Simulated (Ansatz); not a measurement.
An ordered 6-atom cell of SnGe2 on the diamond lattice, 6 atoms and 84 valence electrons in a cell of about 161 Å³, was run 6 times in Ansatz, each time on 4 threads of Intel(R) Xeon(R) Platinum 8488C (Sapphire Rapids), on a shared host.

| run | k mesh | irreducible k | cutoff (eV) | plane waves | bands | SCF iterations | wall time | peak host memory (GiB) |
| --- | --- | --- | --- | --- | --- | --- | --- | --- |
| relaxation, PBE | 6×6×2 | 14 | 420 | 3245 | 51 | 38 | 8.9 s | 0.65 |
| relaxation, r2SCAN | 6×6×2 | 14 | 500 | 4087 | 51 | 46 | 17 s | 0.99 |
| bands, PBE | 12×12×4 | 69 | 420 | 3185 | 47 | 7 | 8.9 s | 0.81 |
| single point, r2SCAN | 12×12×4 | 69 | 500 | 4087 | 47 | 8 | 11 s | 1.2 |
| single point, HSE06 | 6×6×2 | 14 | 420 | 3185 | 47 | 30 | 110 s | 3.3 |
| single point, PBE+SOC | 12×12×4 | 69 | 420 | 3185 | 94 | 12 | 65 s | 2.2 |

The slowest run (single point, HSE06) took about 12 times as long as the quickest (relaxation, PBE).

Only the levels marked +SOC include spin-orbit coupling.
